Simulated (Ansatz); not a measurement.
**Pb in Ansatz: the effect of target pressure**

Pb:

```
Pb
1.0
     0.00000    2.47502    2.47502
     2.47502    0.00000    2.47502
     2.47502    2.47502    0.00000
Pb
1
Direct
  0.00000 0.00000 0.00000
```

Alike in all runs:

* Program: Ansatz 0.2.0
* Task: relaxation of cell and atoms
* Functional: PBEsol
* Potentials or basis: Ansatz PAW
* Cutoff: 420 eV (not typed: the program's choice for these potentials)
* k mesh: 9 × 9 × 9
* Occupations: fermi-dirac, width 0.05 eV
* Spin: no spin polarisation

Each run relaxes the cell or the atoms first.

```tsv
target pressure	relaxed volume (Å³/atom)
0 GPa	29.94
2 GPa	28.85
5 GPa	?
10 GPa	25.92
20 GPa	23.70
30 GPa	22.21
```

Task: What does the run with target pressure 5 GPa give?

Result: Relaxed volume 27.57 Å³/atom.

Worked out: In Murnaghan's law V^(-B') rises as a straight line in P. The other rows fit best with B' = 4.2, V0 = 29.94 Å³/atom and B0 = 50 GPa, which gives 27.55 Å³/atom at 5 GPa, against the run's 27.57.

Caveats: the plane-wave basis is chosen anew once the cell has moved, so the energies of steps on either side of that aren't comparable; the PAW data sets come from PBE, with cores solved anew for the run's functional, which leaves a small shift of forces and pressure; the volume moved by over 15 % at a fixed basis, so the end points are rough (some runs).

Runs at the PBE level aren't shown here.
